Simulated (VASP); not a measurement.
# NaCl (Pm-3m) in VASP: single point with PBE0

Aim: the single point of NaCl with PBE0.

Everything below comes from runs of VASP 6.6.1. Logs are shortened: lines on timing, memory, paths and dates and some standing lists are left out, and cuts for length are marked.

## 1. The structure

The structure is cubic, space group Pm-3m (No. 221). Conventional cell: a = 3.694 Å, b = 3.694 Å, c = 3.694 Å, α = 90.00°, β = 90.00°, γ = 90.00°. Na (site symmetry m-3m) is surrounded by 8 Cl at 3.20 Å. Cl (site symmetry m-3m) is surrounded by 8 Na at 3.20 Å.

The cell was built by a generator and needn't be a form met in nature.

## 2. Single point, PBE0

The input, POSCAR:

```
NaCl
1.0
    3.6935910000      0.0000000000      0.0000000000
    0.0000000000      3.6935910000      0.0000000000
    0.0000000000      0.0000000000      3.6935910000
Na Cl
1 1
Direct
    0.0000000000      0.0000000000      0.0000000000
    0.5000000000      0.5000000000      0.5000000000
```

The input, INCAR.step1:

```
PREC = Accurate
ENCUT = 520
EDIFF = 1E-5
ISMEAR = -1
SIGMA = 0.0249
LREAL = F
LASPH = T
NELM = 60
ALGO = Normal
ISIF = 2
LWAVE = T
LCHARG = F
GGA = PE
NBANDS = 14
```

The input, INCAR.step2:

```
PREC = Accurate
ENCUT = 520
EDIFF = 1E-6
ISMEAR = -1
SIGMA = 0.0249
LREAL = F
LASPH = T
NELM = 60
ALGO = Normal
ISIF = 2
LWAVE = F
LCHARG = F
GGA = PE
LHFCALC = T
AEXX = 0.25
PRECFOCK = Normal
HFRCUT = -1
ISTART = 1
NBANDS = 14
```

The input, KPOINTS:

```
regular mesh
0
Gamma
  3 3 3
```

Potentials or basis: VASP PAW PBE potentials, release 64 (Na_pv, Cl).

The run is started by

```bash
cat potpaw_PBE.64/Na_pv/POTCAR potpaw_PBE.64/Cl/POTCAR > POTCAR
cp INCAR.step1 INCAR
mpirun -np 1 vasp_std > vasp.out
cp INCAR.step2 INCAR
mpirun -np 1 vasp_std > vasp.out
```

OUTCAR:

```text
PREC = Accurate
   ENCUT = 520
   EDIFF = 1E-6
   ISMEAR = -1
   LREAL = F
   LASPH = T
   NELM = 60
   ISIF = 2
   GGA = PE
   LHFCALC = T
   AEXX = 0.25
   PRECFOCK = Normal
   ISTART = 1

 ion  position               nearest neighbor table
   1  0.000  0.000  0.000-
   2  0.500  0.500  0.500-

  LATTYP: Found a simple cubic cell.
 ALAT       =     3.6935910000

  Lattice vectors:

 A1 = (   3.6935910000,   0.0000000000,   0.0000000000)
 A2 = (   0.0000000000,   3.6935910000,   0.0000000000)
 A3 = (   0.0000000000,   0.0000000000,   3.6935910000)

Analysis of symmetry for initial positions (statically):
=====================================================================
 Subroutine PRICEL returns:
 Original cell was already a primitive cell.

 Routine SETGRP: Setting up the symmetry group for a
 simple cubic supercell.

 Subroutine GETGRP returns: Found 48 space group operations
 (whereof 48 operations were pure point group operations)
 out of a pool of 48 trial point group operations.

The static configuration has the point symmetry O_h .

Analysis of symmetry for dynamics (positions and initial velocities):
=====================================================================
 Subroutine PRICEL returns:
 Original cell was already a primitive cell.

 Routine SETGRP: Setting up the symmetry group for a
 simple cubic supercell.

 Subroutine GETGRP returns: Found 48 space group operations
 (whereof 48 operations were pure point group operations)
 out of a pool of 48 trial point group operations.

The dynamic configuration has the point symmetry O_h .

 Subroutine INISYM returns: Found 48 space group operations
 (whereof 48 operations are pure point group operations),
 and found     1 'primitive' translations

----------------------------------------------------------------------------------------

                                     Primitive cell

  volume of cell :      50.3902

  direct lattice vectors                    reciprocal lattice vectors
     3.693591000  0.000000000  0.000000000     0.270739235  0.000000000  0.000000000
     0.000000000  3.693591000  0.000000000     0.000000000  0.270739235  0.000000000
     0.000000000  0.000000000  3.693591000     0.000000000  0.000000000  0.270739235

  length of vectors
     3.693591000  3.693591000  3.693591000     0.270739235  0.270739235  0.270739235

  position of ions in fractional coordinates (direct lattice)
     0.000000000  0.000000000  0.000000000
     0.500000000  0.500000000  0.500000000

  ion indices of the primitive-cell ions
   primitive index   ion index
                 1           1
                 2           2

----------------------------------------------------------------------------------------

 KPOINTS: regular mesh

Automatic generation of k-mesh.
 Grid dimensions read from file:
 generate k-points for:    3    3    3

 Generating k-lattice:

  Cartesian coordinates                     Fractional coordinates (reciprocal lattice)
     0.090246412  0.000000000  0.000000000     0.333333333  0.000000000  0.000000000
     0.000000000  0.090246412  0.000000000     0.000000000  0.333333333  0.000000000
     0.000000000  0.000000000  0.090246412     0.000000000  0.000000000  0.333333333

  Length of vectors
     0.090246412  0.090246412  0.090246412

  Shift w.r.t. Gamma in fractional coordinates (k-lattice)
     0.000000000  0.000000000  0.000000000

 Subroutine IBZKPT returns following result:
 ===========================================

 Found      4 irreducible k-points:

 Following reciprocal coordinates:
            Coordinates               Weight
  0.000000  0.000000  0.000000      1.000000
  0.333333  0.000000  0.000000      6.000000
  0.333333  0.333333  0.000000     12.000000
  0.333333  0.333333  0.333333      8.000000
   k-points           NKPTS =      4   k-points in BZ     NKDIM =     27   number of bands    NBANDS=     14
   number of dos      NEDOS =    301   number of ions     NIONS =      2
   total plane-waves  NPLWV =  21952
   dimension x,y,z NGX =    28 NGY =   28 NGZ =   28
   dimension x,y,z NGXF=    56 NGYF=   56 NGZF=   56
   ions per type =               1   1
   NGX,Y,Z   is equivalent  to a cutoff of  12.60, 12.60, 12.60 a.u.
   NGXF,Y,Z  is equivalent  to a cutoff of  25.21, 25.21, 25.21 a.u.
 SYSTEM =  unknown system
   PREC   = accura    normal or accurate (medium, high low for compatibility)
   ISTART =      1    job   : 0-new  1-cont  2-samecut
   ICHARG =      0    charge: 1-file 2-atom 10-const
   ISPIN  =      1    spin polarized calculation?
   LNONCOLLINEAR =      F non collinear calculations
   LSORBIT =      F    spin-orbit coupling
   LASPH  =      T    aspherical Exc in radial PAW
   ENCUT  =  520.0 eV  38.22 Ry    6.18 a.u.   6.87  6.87  6.87*2*pi/ulx,y,z
   NELM   =     60;   NELMIN=  2; NELMDL=  0     # of ELM steps
   EDIFF  = 0.1E-05   stopping-criterion for ELM
   LREAL  =      F    real-space projection
   EDIFFG = 0.1E-04   stopping-criterion for IOM
   NSW    =      0    number of steps for IOM
   IBRION =     -1    ionic relax: 0-MD 1-quasi-New 2-CG
   NFREE  =      0    steps in history (QN), initial steepest desc. (CG)
   ISIF   =      2    stress and relaxation
   ISYM   =      3    0-nonsym 1-usesym 2-fastsym
   POTIM  = 0.5000    time-step for ionic-motion
   TEBEG  =    0.0;   TEEND  =   0.0 temperature during run
   PSTRESS=    0.0 pullay stress
   NELECT =      14.0000    total number of electrons
   NUPDOWN=      -1.0000    fix difference up-down
   EMIN   =  10.00;   EMAX   =-10.00  energy-range for DOS
   EFERMI =   0.00;   METHOD = LEGACY
   ISMEAR =    -1;   SIGMA  =   0.02  broadening in eV -4-tet -1-fermi 0-gaus
   EFERMI_NEDOS =   21; number of points for ismear=-14 and -15
   IALGO  =     38    algorithm
   IMIX   =      1    mixing-type and parameters
     AMIX     =   0.40;   BMIX     =  1.00
     AMIX_MAG =   1.60;   BMIX_MAG =  1.00
  volume/ion in A,a.u.               =      25.20       170.03
  Fermi-wavevector in a.u.,A,eV,Ry     =   1.068240  2.018680 15.526098  1.141136
  Thomas-Fermi vector in A             =   2.203882
   LORBIT       =      0    0 simple, 1 ext, 2 COOP (PROOUT), +10 PAW based schemes
   GGA     = PE    functional components
   LHFCALC =     T    Hartree Fock is set to
   PRECFOCK=normal    Normal, Fast or Accurate (Low or Medium for compatibility)
   ENCUT4O =  -1.0   cutoff for four orbital integrals eV
   NKREDX  =     1    reduce k-point grid by
   NKREDY  =     1    reduce k-point grid by
   NKREDZ  =     1    reduce k-point grid by
   AEXX    =    0.2500 exact exchange contribution
   HFSCREEN=    0.0000 screening length (either q_TF or 0.3 A-1)
   HFSCREENC=   0.0000 screening length for correlation (either q_TF or 0.3 A-1)
   ENCUTFOCK=  -1.0 apply spherical cutoff to Coloumb kernel
   IVDW    =     0    specifies the selected vdW correction
   LEPSILON=     F    determine dielectric tensor
   LRPA    =     F    only Hartree local field effects (RPA)
 non-spin polarized calculation
  energy-cutoff  :      520.00
  volume of cell :       50.39
 maximum number of plane-waves:      1358
 NGX is ok and might be reduce to    28
  NGX = 24; NGY = 24; NGZ = 24

 number of electron      13.9999997 magnetization

 Free energy of the ion-electron system (eV)
  ---------------------------------------------------
  ext. energy  EPLUGINS =         0.00000000
  ---------------------------------------------------
  free energy    TOTEN  =        -7.95606113 eV

  energy without entropy =       -7.95606113  energy(sigma->0) =       -7.95606113

 E-fermi :  -1.3295     XC(G=0):  -6.0980

 val. band max:       -1.9988210108   @ k =   0.3333   0.3333   0.0000
 cond. band min:       3.6594335615   @ k =   0.0000   0.0000   0.0000
 fundamental gap:      5.6582545723
 Fermi energy:        -1.3294702226

 k-point     1 :       0.0000    0.0000    0.0000
  band No.  band energies     occupation
      1     -26.3708      2.00000
      2     -26.3708      2.00000
      3     -26.3708      2.00000
      4     -16.0077      2.00000
      5      -2.2858      2.00000
      6      -2.2858      2.00000
      7      -2.2858      2.00000
      8       3.6594      0.00000
      9       8.8729      0.00000
     10       8.8729      0.00000
     11      14.7593      0.00000
     12      14.7593      0.00000
     13      14.7593      0.00000
     14      15.9546      0.00000

 k-point     2 :       0.3333    0.0000    0.0000
  band No.  band energies     occupation
      1     -26.3856      2.00000
      2     -26.3696      2.00000
      3     -26.3696      2.00000
      4     -15.8242      2.00000
      5      -3.9021      2.00000
      6      -2.1450      2.00000
      7      -2.1450      2.00000
      8       5.5970      0.00000
      9       8.8070      0.00000
     10       9.9914      0.00000
     11      12.2764      0.00000
     12      12.2764      0.00000
     13      14.0936      0.00000
     14      15.4085      0.00000

 k-point     3 :       0.3333    0.3333    0.0000
  band No.  band energies     occupation
      1     -26.3837      2.00000
      2     -26.3829      2.00000
      3     -26.3683      2.00000
      4     -15.6704      2.00000
      5      -3.6298      2.00000
      6      -3.4428      2.00000
      7      -1.9988      2.00000
      8       6.3828      0.00000
      9       8.2898      0.00000
     10      10.2218      0.00000
     11      11.7680      0.00000
     12      12.6992      0.00000
     13      13.2605      0.00000
     14      15.2804      0.00000

 k-point     4 :       0.3333    0.3333    0.3333
  band No.  band energies     occupation
      1     -26.3818      2.00000
      2     -26.3811      2.00000
      3     -26.3811      2.00000
      4     -15.5282      2.00000
      5      -3.3717      2.00000
      6      -3.2001      2.00000
      7      -3.2001      2.00000
      8       6.8493      0.00000
      9       8.2588      0.00000
     10       8.2588      0.00000
     11      12.0147      0.00000
     12      13.5228      0.00000
     13      13.5228      0.00000
     14      14.0812      0.00000

------------------------ aborting loop because EDIFF is reached ----------------------------------------

  FORCE on cell =-STRESS in cart. coord.  units (eV):
  Direction    XX          YY          ZZ          XY          YZ          ZX
  --------------------------------------------------------------------------------------
  -------------------------------------------------------------------------------------
  Total       -0.9676795     -0.9676795     -0.9676795     -0.0000000     -0.0000000     -0.0000000
  in kB      -30.7677485    -30.7677485    -30.7677485     -0.0000000     -0.0000000     -0.0000000
  external PRESSURE =     -30.7677485 kB  Pullay stress =       0.0000000 kB

 VOLUME and BASIS-vectors are now :
 -----------------------------------------------------------------------------
  energy-cutoff  :      520.00
  volume of cell :       50.39
      direct lattice vectors                 reciprocal lattice vectors
     3.693591000  0.000000000  0.000000000     0.270739235  0.000000000  0.000000000
     0.000000000  3.693591000  0.000000000     0.000000000  0.270739235  0.000000000
     0.000000000  0.000000000  3.693591000     0.000000000  0.000000000  0.270739235

 POSITION                                       TOTAL-FORCE (eV/Angst)
 -----------------------------------------------------------------------------------
      0.00000      0.00000      0.00000         0.000000      0.000000      0.000000
      1.84680      1.84680      1.84680         0.000000      0.000000      0.000000
 -----------------------------------------------------------------------------------
    total drift:                                0.000000     -0.000000     -0.000000

  FREE ENERGIE OF THE ION-ELECTRON SYSTEM (eV)
  ---------------------------------------------------
  free  energy   TOTEN  =        -7.9560611327 eV

  energy  without entropy=       -7.9560611327  energy(sigma->0) =       -7.95606113
```

Run time: 38 s. Hardware: 1 thread of AMD EPYC 7R13 (Zen 3), shared host; peak memory 0.13 GiB.

What came out:

```yaml
Free_energy: -7.9561 eV
Pressure: -3.1 GPa
Band_gap_on_the_k_mesh: 5.66 eV, indirect (least direct gap 5.95 eV)
```

Caveat: the k mesh is coarse (spacing up to 0.57 Å⁻¹), so the values aren't converged, least of all with exact exchange; the PAW data sets were made with another functional, which shifts forces and pressure a little; an odd mesh through Γ misses points on the zone boundary, where band edges often lie.
